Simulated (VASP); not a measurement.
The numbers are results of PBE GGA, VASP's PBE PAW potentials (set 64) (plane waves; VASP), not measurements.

The input files of a VASP run:

**KPOINTS**
```
Automatic mesh
0
Gamma
11 11 3
0 0 0
```

**INCAR**
```
! general
SYSTEM =InN
PREC   =Accurate
ENCUT  =400
LREAL  =.FALSE.
LASPH  =.TRUE.

! electronic loop
EDIFF  =1E-6
NELM   =100
ALGO   =Normal
LMAXMIX=4

! smearing
ISMEAR =1
SIGMA  =0.1

! functional
GGA    =PE

! ions
ISIF   =2

! output
LWAVE  =.FALSE.
LCHARG =.FALSE.
```

POSCAR:
```
InN
1
    3.4970810000     0.0000000000     0.0000000000
   -1.7485400000     3.0285610000     0.0000000000
    0.0000000000     0.0000000000    11.4485470000
In N
4 4
Direct
  0.0000000000   0.0000000000   0.0000000000
  0.0000000000   0.0000000000   0.5000000000
  0.6666670000   0.3333330000   0.7501800000
  0.3333330000   0.6666670000   0.2501800000
  0.0000000000   0.0000000000   0.8121600000
  0.0000000000   0.0000000000   0.3121600000
  0.6666670000   0.3333330000   0.5632900000
  0.3333330000   0.6666670000   0.0632900000
```

POTCAR, in this order: In_d N (PBE.64 set). Program: vasp_std.

The run wrote:

File OSZICAR:
```
       N       E                     dE             d eps       ncg     rms          rms(c)
DAV:   1     0.795525627029E+03    0.79553E+03   -0.29308E+04  2760   0.198E+03
DAV:   2     0.904309899393E+02   -0.70509E+03   -0.68816E+03  2819   0.520E+02
DAV:   3    -0.429481233959E+02   -0.13338E+03   -0.13054E+03  3355   0.229E+02
DAV:   4    -0.516361586611E+02   -0.86880E+01   -0.86357E+01  3640   0.630E+01
DAV:   5    -0.518185710071E+02   -0.18241E+00   -0.18220E+00  3952   0.919E+00    0.208E+01
DAV:   6    -0.423550495622E+02    0.94635E+01   -0.42395E+01  4335   0.625E+01    0.161E+01
DAV:   7    -0.427002008165E+02   -0.34515E+00   -0.51500E+00  3006   0.126E+01    0.535E+00
DAV:   8    -0.426240101755E+02    0.76191E-01   -0.51588E-01  4274   0.592E+00    0.269E+00
DAV:   9    -0.426039024780E+02    0.20108E-01   -0.12538E-01  4272   0.372E+00    0.586E-01
DAV:  10    -0.426013245342E+02    0.25779E-02   -0.13346E-02  4018   0.123E+00    0.397E-01
DAV:  11    -0.426027214479E+02   -0.13969E-02   -0.20712E-02  4851   0.958E-01    0.226E-01
DAV:  12    -0.426018000245E+02    0.92142E-03   -0.45934E-03  4167   0.601E-01    0.115E-01
DAV:  13    -0.426018181280E+02   -0.18104E-04   -0.43553E-04  3140   0.114E-01    0.453E-02
DAV:  14    -0.426018163549E+02    0.17732E-05   -0.29116E-05  3730   0.318E-02    0.268E-02
DAV:  15    -0.426018162740E+02    0.80850E-07   -0.48031E-06  2739   0.161E-02
   1 F= -.42601816E+02 E0= -.42601955E+02  d E =0.416539E-03
```

**OUTCAR**
```
------------------------ aborting loop because EDIFF is reached ----------------------------------------
  FORCE on cell =-STRESS in cart. coord.  units (eV):
  Direction    XX          YY          ZZ          XY          YZ          ZX
  --------------------------------------------------------------------------------------
  Total        4.8476592      4.8476592      4.1817030      0.0000008      0.0000000      0.0000000
  in kB       64.0545923     64.0545929     55.2549743      0.0000106      0.0000000      0.0000000
  external PRESSURE =      61.1213865 kB  Pullay stress =       0.0000000 kB
  volume of cell :      121.25
      direct lattice vectors                 reciprocal lattice vectors
     3.497081000  0.000000000  0.000000000     0.285952770  0.165094861  0.000000000
    -1.748540000  3.028561000  0.000000000     0.000000000  0.330189816  0.000000000
     0.000000000  0.000000000 11.448547000     0.000000000  0.000000000  0.087347329
 POSITION                                       TOTAL-FORCE (eV/Angst)
 -----------------------------------------------------------------------------------
      0.00000      0.00000      0.00000         0.000000      0.000000      0.063397
      0.00000      0.00000      5.72427        -0.000000      0.000000      0.063397
      1.74854      1.00952      8.58847        -0.000000     -0.000000     -0.013325
     -0.00000      2.01904      2.86420        -0.000000      0.000000     -0.013325
      0.00000      0.00000      9.29805         0.000000     -0.000000      0.072684
      0.00000      0.00000      3.57378        -0.000000      0.000000      0.072684
      1.74854      1.00952      6.44885        -0.000000      0.000000     -0.122756
     -0.00000      2.01904      0.72458         0.000000     -0.000000     -0.122756
 -----------------------------------------------------------------------------------
    total drift:                                0.000000      0.000000      0.000067
  FREE ENERGIE OF THE ION-ELECTRON SYSTEM (eV)
  ---------------------------------------------------
  free  energy   TOTEN  =       -42.6018162740 eV

  energy  without entropy=      -42.6022328134  energy(sigma->0) =      -42.60195512
```
(Selected blocks of OUTCAR.)

### OUTCAR
```
 val. band max:        6.8253388401   @ k =   0.0000   0.0000   0.0000

 cond. band min:       7.5983005633   @ k =   0.0000   0.0000   0.3333


 Fermi energy:         6.8254295213

 k-point     1 :       0.0000    0.0000    0.0000
  band No.  band energies     occupation
      1      -8.1215      2.00000
      2      -8.0227      2.00000
      3      -7.9803      2.00000
      4      -7.9595      2.00000
      5      -6.6209      2.00000
      6      -6.6069      2.00000
      7      -6.6069      2.00000
      8      -6.5753      2.00000
      9      -6.5753      2.00000
     10      -6.5303      2.00000
     11      -6.5303      2.00000
     12      -6.5155      2.00000
     13      -6.5155      2.00000
     14      -6.2467      2.00000
     15      -6.2467      2.00000
     16      -6.2262      2.00000
     17      -6.2262      2.00000
     18      -6.1754      2.00000
     19      -6.1754      2.00000
     20      -6.1344      2.00000
     21      -6.1344      2.00000
     22      -5.8742      2.00000
     23      -5.8336      2.00000
     24      -4.5119      2.00000
     25       0.8319      2.00000
     26       3.3052      2.00000
     27       3.3313      2.00000
     28       5.9359      2.00000
     29       5.9359      2.00000
     30       6.3486      2.00000
     31       6.3486      2.00000
     32       6.3914      2.00000
     33       6.3915      2.00000
     34       6.5429      2.00048
     35       6.7693      1.80378
     36       6.8253      1.00165
     37       6.8253      1.00153
     38       9.0345      0.00000
     39       9.2617      0.00000
     40       9.9185      0.00000
     41      13.5510      0.00000
     42      13.8560      0.00000
     43      14.2209      0.00000

 k-point     2 :       0.0909    0.0000    0.0000
  band No.  band energies     occupation
      1      -8.1188      2.00000
      2      -8.0239      2.00000
      3      -7.9833      2.00000
      4      -7.9583      2.00000
      5      -6.6075      2.00000
...
```

At this cut-off the stress carries a Pulay error, which pulls relaxed volumes low. Unless said otherwise, spin-orbit coupling is left out, though it shifts the bands of the heavy elements here.

The structure was generated: InN was put into an ordered model structure, which need not be its known phase. The cell was not relaxed at this level, and its volume differs by -4.4 % from the start's.
